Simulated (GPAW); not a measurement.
# Cu (P6_3/mmc) in GPAW: a series of runs

The runs below take Cu through single point, with PBE, PBEsol.

Program: GPAW 26.7.0. These are calculated values, not measurements. Logs are shortened: lines on timing, memory, paths and dates and some standing lists are left out, and cuts for length are marked. The log counts tension as positive stress, the text compression.

## Step 1: Starting point

Symmetry: P6_3/mmc, No. 194, hexagonal system. Conventional cell: a = 2.534 Å, b = 2.534 Å, c = 4.113 Å, α = 90.00°, β = 90.00°, γ = 120.00°. Cu (site symmetry -6m2) has 12 Cu at 2.52 to 2.53 Å as nearest neighbours.

This isn't the form of Cu at room conditions, which is fcc.

## Step 2: Single point, PBE

Input file run.py:

```python
from ase.dft.bandgap import bandgap
from ase.io import read, write
from ase.units import GPa
from gpaw import GPAW, PW

atoms = read('POSCAR')

calc = GPAW(mode=PW(400),
            xc='PBE',
            kpts={'size': (10, 10, 5), 'gamma': True},
            occupations={'name': 'fermi-dirac', 'width': 0.05},
            nbands=23,
            maxiter=120,
            txt='gpaw.txt')
atoms.calc = calc
energy = atoms.get_potential_energy()
forces = atoms.get_forces()
stress = atoms.get_stress()
calc.write('gs.gpw')
write('result.traj', atoms)
print(f'Energy: {energy:.6f} eV')
print('Forces (eV/A):')
print(forces.round(4))
print('Stress (GPa):', (stress / GPa).round(3))
print('Fermi level:', round(calc.get_fermi_level(), 4), 'eV')
print(f'Gap: {bandgap(calc)[0]:.4f} eV, direct: {bandgap(calc, direct=True)[0]:.4f} eV')
```

Input file POSCAR:

```
Cu
1.0
    2.5340966698      0.0000000000      0.0000000000
   -1.2670483349      2.1945920917      0.0000000000
    0.0000000000      0.0000000000      4.1125710000
Cu
2
Direct
    0.6666666667      0.3333333333      0.7500000000
    0.3333333333      0.6666666667      0.2500000000
```

Potentials or basis: GPAW PAW data sets (gpaw-data 1.2.1), pw.

Launch:

```
> OMP_NUM_THREADS=1 python run.py
```

gpaw.txt:

```text
__  _  _
 | _ |_)|_||  |
 |__||  | ||/\| - 26.7.0

Input parameters:
  mode=PW(ecut=400.0),
  kpts=MonkhorstPack(size=(10, 10, 5), gamma=True),
  maxiter=120,
  nbands=23,
  occupations=Occupations(name='fermi-dirac', width=0.05),
  xc=XC(name='PBE')

Diagonalizing LCAO Hamiltonian
Converting LCAO to pw mode

          Cu

        Cu

Atoms  # Å, Bohr magnetons
|   | symbol |         x |        y |        z |    initial magnetic moments |
|---|--------|-----------|----------|----------|-----------------------------|
| 0 |     Cu |  1.267048 | 0.731531 | 3.084428 | ( 0.0000,  0.0000,  0.0000) |
| 1 |     Cu | -0.000000 | 1.463061 | 1.028143 | ( 0.0000,  0.0000,  0.0000) |

Unit cell  # Å
| periodic |         x |        y |        z |  lengths |     angles |
|----------|-----------|----------|----------|----------|------------|
|      yes |  2.534097 | 0.000000 | 0.000000 | 2.534097 |  90.000000 |
|      yes | -1.267048 | 2.194592 | 0.000000 | 2.534097 |  90.000000 |
|      yes |  0.000000 | 0.000000 | 4.112571 | 4.112571 | 120.000000 |

Number of symmetries: 12
Symmetry operations  # r_c * U_cc + t_c -> r_c
|    | kind |            matrix            |
|----|------|------------------------------|
|  0 |  σ   |  1, 1, 0,  0,-1, 0,  0, 0, 1 |
|  1 |  S6  |  1, 1, 0, -1, 0, 0,  0, 0,-1 |
|  2 |  E   |  1, 0, 0,  0, 1, 0,  0, 0, 1 |
|  3 |  C2  |  1, 0, 0, -1,-1, 0,  0, 0,-1 |
|  4 |  C2  |  0, 1, 0,  1, 0, 0,  0, 0,-1 |
|  5 |  C3  |  0, 1, 0, -1,-1, 0,  0, 0, 1 |
|  6 |  S6  |  0,-1, 0,  1, 1, 0,  0, 0,-1 |
|  7 |  σ   |  0,-1, 0, -1, 0, 0,  0, 0, 1 |
|  8 |  σ   | -1, 0, 0,  1, 1, 0,  0, 0, 1 |
|  9 |  i   | -1, 0, 0,  0,-1, 0,  0, 0,-1 |
| 10 |  C3  | -1,-1, 0,  1, 0, 0,  0, 0, 1 |
| 11 |  C2  | -1,-1, 0,  0, 1, 0,  0, 0,-1 |

BZ-sampling:
  Number of BZ points: 500
  Number of IBZ points: 58

  Monkhorst-Pack size: [10, 10, 5]
  Monkhorst-Pack shift: [0.05, 0.05, 0.0]

K-points  # in reciprocal-cell coordinates
|     |                                coordinates |     weight |
|-----|--------------------------------------------|------------|
|   0 | (  0.00000000,   0.00000000,   0.00000000) | 0.00200000 |
|   1 | (  0.00000000,   0.00000000,   0.20000000) | 0.00400000 |
|   2 | (  0.00000000,   0.00000000,   0.40000000) | 0.00400000 |
|   3 | (  0.10000000,   0.00000000,  -0.40000000) | 0.01200000 |
|   4 | (  0.10000000,   0.00000000,  -0.20000000) | 0.01200000 |
|   5 | (  0.10000000,   0.00000000,   0.00000000) | 0.01200000 |
|   6 | (  0.10000000,   0.00000000,   0.20000000) | 0.01200000 |
|   7 | (  0.10000000,   0.00000000,   0.40000000) | 0.01200000 |
|   8 | (  0.20000000,  -0.10000000,   0.00000000) | 0.01200000 |
|   9 | (  0.20000000,  -0.10000000,   0.20000000) | 0.02400000 |
| ... |                                            |            |
|  57 | (  0.50000000,   0.50000000,   0.40000000) | 0.01200000 |

Plane wave coefficients: 428
Cutoff: 400.0 eV

Spin-components: 1 (collinear spins)
Bands:           23
Projectors:      12
Spin-degeneracy: 2
Datatype:        complex128

Parallelization:
  kpt:    1
  domain: 1
  band:   1

Density:
  Valence electrons: 22.0
  Components: 1
  Grid points: [12 12 20]
  Charge: 0.0  # |e|

Potential:
  Grid points: [12 12 20]

species:
  Cu:
    name:    Copper
    Z:       29.0
    valence: 11
    core:    18
    charge:  0.0  # [|e|]
    compensation charges:
      type: gauss
      rc: 0.33  # [Å]
      lmax: 2
    cutoffs:
      filter: 2.06  # [Å]
      core: 2.43  # [Å]
    projectors
    | kind |    occ | energy [eV] | rcut [Å] |
    |------|--------|-------------|----------|
    |   4s |  1.000 |      -4.609 |    1.164 |
    |   4p |  0.000 |      -0.698 |    1.164 |
    |   3d | 10.000 |      -5.039 |    1.058 |
    |    s |        |      22.603 |    1.164 |
    |    p |        |      26.513 |    1.164 |
    |    d |        |      22.172 |    1.058 |

    Using partial waves for Cu as LCAO basis

Reference energy: -90042.903682  # eV

eigensolver:
  PPCG
  Converge bands: occupied
  niter=2

density mixing:
  MSR1-Mixer
  Pratt-step length: 0.05
  Maximum mixing coefficient: 0.75
  Old densities: 10
  SVD Regularization: 0.005
  Good broyden scale: 1.0
  Trust region scale: 1.0
  Backstep threshold: 4.0
  History deletion threshold: 6.0
  Fourier metric: weight=20.0, sigma=0.015

occupation numbers:
  Fermi-Dirac:
    width: 0.0500  # eV

poisson solver:
  ecut: 3200.0  # eV

xc functional:
  name: PBE with 2 nearest neighbor stencil

convergence criteria:
- Maximum [total energy] change in last 3 cyles: 0.0005 eV / valence electron
- Maximum integral of absolute [dens]ity change: 0.0001 electrons / valence electron
- Maximum integral of absolute [eigenst]ate change: 4e-08 eV^2 / valence electron
maximum number of iterations: 120

SCF iterations
|iter     | |      energy | eigst |  dens |
|---------|-|-------------|-------|-------|
|iter:   1| |   -8.956755 | -0.33 |       |
|iter:   2| |   -8.206069 | -2.81 | -0.89 |
|iter:   3| |   -7.036017 | -1.89 | -0.98 |
|iter:   4| |   -7.017398 | -4.12 | -1.84 |
|iter:   5| |   -7.003155 | -3.61 | -1.95 |
|iter:   6| |   -7.003169 | -6.59 | -3.58 |
|iter:   7| |   -7.003169c| -6.65 | -3.62 |
|iter:   8| |   -7.003169c| -7.70c| -4.70c|

Converged in 8 steps
Energy contributions relative to reference atoms: (reference = -90042.903682)

Energy contributions:
  Kinetic:         -23.775033
  Coulomb:          18.655226
  Zero:              0.511357
  External:          0.000000
  Xc:               -2.390632
  Entropy:          -0.008175
  Spinorbit:         0.000000
  ----------------------------
  Free energy:      -7.007257
  Extrapolated:     -7.003169

dipole moment: (-0.000000, -0.000001, -0.000001)  # |e|*Ang

Fermi level: 8.485
Eigenvalues  # (at kpt = [0.000, 0.000, 0.000])
| band index |      eig [eV] | occ [0-2] |
|------------|---------------|-----------|
|          0 |        -1.161 |     2.000 |
|        ... |               |           |
|          4 |         5.431 |     2.000 |
|          5 |         5.661 |     2.000 |
|          6 |         5.661 |     2.000 |
|          7 |         5.927 |     2.000 |
|          8 |         5.927 |     2.000 |
|          9 |         6.718 |     2.000 |
[... 8 lines left out ...]
|         18 |        33.004 |     0.000 |
|         19 |        33.494 |     0.000 |
|        ... |               |           |
|         22 |        38.419 |     0.000 |

No gap
No difference between direct/indirect transitions

Forces  # eV/Ang
|        x |       y |        z |
|----------|---------|----------|
|  0.00000 | 0.00000 |  0.00000 |  # Cu   0
| -0.00000 | 0.00000 | -0.00000 |  # Cu   1

Stress tensor  # eV/Ang^3
|         x |         y |         z |
|-----------|-----------|-----------|
| -0.010838 |  0.000000 |  0.000000 |
|  0.000000 | -0.010838 |  0.000000 |
|  0.000000 |  0.000000 | -0.005712 |

# Writing to gs.gpw (mode='')
```

Wall time 10 s (1 thread of Arm Neoverse V1, shared host); peak memory 0.13 GiB.

These settings aren't checked as converged: the numbers below hold their error.

What came out:

```
Free energy            : -7.0073 eV
Pressure               : 1.5 GPa
Band gap on the k mesh : none (metal or under the smearing width)
```

Caveat: with this Cu data set, volumes or pressures lay over 1.5 % or 2 GPa off other programs in two to four cells of ten; the cutoff is short for stress and forces, so pressures can be off by a GPa or more.

## Step 3: Single point, PBEsol

run.py, as its differences from that of step 2:

```diff
@@ -3,8 +3,10 @@
 from ase.units import GPa
-from gpaw import GPAW, PW
+from gpaw import GPAW, PW, setup_paths
 
-atoms = read('POSCAR')
+setup_paths.insert(0, '.')
 
-calc = GPAW(mode=PW(400),
-            xc='PBE',
+atoms = read('Cu.cif')
+
+calc = GPAW(mode=PW(500),
+            xc='PBEsol',
             kpts={'size': (10, 10, 5), 'gamma': True},
```

Input file Cu.cif:

```cif
data_Cu
_cell_length_a 2.53409667
_cell_length_b 2.53409667
_cell_length_c 4.11257100
_cell_angle_alpha 90.00000000
_cell_angle_beta 90.00000000
_cell_angle_gamma 120.00000000
_space_group_name_H-M_alt 'P6_3/mmc'
_space_group_name_Hall '-P 6c 2c'
_space_group_IT_number 194
loop_
_space_group_symop_operation_xyz
'x,y,z'
'-x,-y,-z'
'x-y,x,z+1/2'
'-x+y,-x,-z+1/2'
'-y,x-y,z'
'y,-x+y,-z'
'-x,-y,z+1/2'
'x,y,-z+1/2'
'-x+y,-x,z'
'x-y,x,-z'
'y,-x+y,z+1/2'
'-y,x-y,-z+1/2'
'-y,-x,-z+1/2'
'y,x,z+1/2'
'-x,-x+y,-z'
'x,x-y,z'
'-x+y,y,-z+1/2'
'x-y,-y,z+1/2'
'y,x,-z'
'-y,-x,z'
'x,x-y,-z+1/2'
'-x,-x+y,z+1/2'
'x-y,-y,-z'
'-x+y,y,z'
loop_
_atom_site_label
_atom_site_type_symbol
_atom_site_symmetry_multiplicity
_atom_site_Wyckoff_symbol
_atom_site_fract_x
_atom_site_fract_y
_atom_site_fract_z
_atom_site_occupancy
Cu1 Cu 2 c 0.6666666667 0.3333333333 0.7500000000 1
```

Potentials or basis: PAW data sets generated in the run's folder for this functional, pw.

Launch:

```
> gpaw-setup -f PBEsol Cu
> OMP_NUM_THREADS=1 python run.py
```

It took 19 s on 1 thread of Arm Neoverse V1, shared host; peak memory 0.14 GiB.

It converged, with:

* Free energy: -8.3982 eV
* Pressure: -0.7 GPa
* Band gap on the k mesh: none (metal or under the smearing width)

Stress tensor (GPa, compression positive):
```
-0.41  0.00  0.00
 0.00 -0.41  0.00
 0.00  0.00 -1.31
```

Levels at points of the mesh, in eV from the Fermi level:
```
           k point  band 9  band 10  band 11  band 12  band 13  band 14
(0.00, 0.00, 0.00)   -2.56    -1.75    -1.75    -1.09     4.02    21.85
(0.50, 0.50, 0.00)   -1.60    -1.55    -0.02     1.60     7.92     8.36
```

Caveat: with this Cu data set, volumes or pressures lay over 1.5 % or 2 GPa off other programs in two to four cells of ten; the cutoff is short for stress and forces, so pressures can be off by a GPa or more.
